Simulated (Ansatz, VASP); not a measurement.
CuO: VASP beside Ansatz

```
Cu O
1.0
     0.00000    2.11656    2.11656
     2.11656    0.00000    2.11656
     2.11656    2.11656    0.00000
Cu O
1 1
Direct
  0.02950 0.02810 0.90803
  0.47050 0.47190 0.59197
```

The cell comes from a database or a generator and needn't be the stable form of this composition.

Alike in both runs: functional PBEsol; k mesh 11 × 11 × 11; occupations fermi-dirac, width 0.05 eV; no spin polarisation; Hubbard terms Cu d U = 5.3 eV.

```csv
,VASP,Ansatz
version,VASP 6.6.1,Ansatz 0.2.0
potentials or method,"VASP PAW PBE potentials, release 64 (Cu, O)",Ansatz PAW
plane-wave cutoff (eV),520,420
valence electrons in the cell,17,25
task,single point,band structure
```

```csv
,VASP,Ansatz,Ansatz less VASP
gap on the k mesh at the Fermi level (eV),none,none,-
pressure (GPa),3.8,11.9,+8.14
largest component of the traceless stress (GPa),2.83,4.39,+1.559
rms of the force components (eV/Å),0.451,0.647,+0.1961
```

The programs project onto different local orbitals, so the same U acts differently. Atom by atom the forces differ by 0.196 eV/Å (rms over components). A gap of «none» marks a metal or a gap that the smearing closes. The two sets of potentials don't hold the same shells in valence.

Caveats: an odd number of electrons without spin polarisation forces a metal; a magnetic or distorted state may lie lower; the run has no spin polarisation, though such a crystal can be magnetic; U without spin polarisation on a metal has little footing; the PAW data sets were made with another functional, which shifts forces and pressure a little (VASP); the pressure holds a Pulay correction of +0.8 GPa for the finite cutoff (Ansatz); the PAW data sets come from PBE, with cores solved anew for the run's functional, which leaves a small shift of forces and pressure (Ansatz).
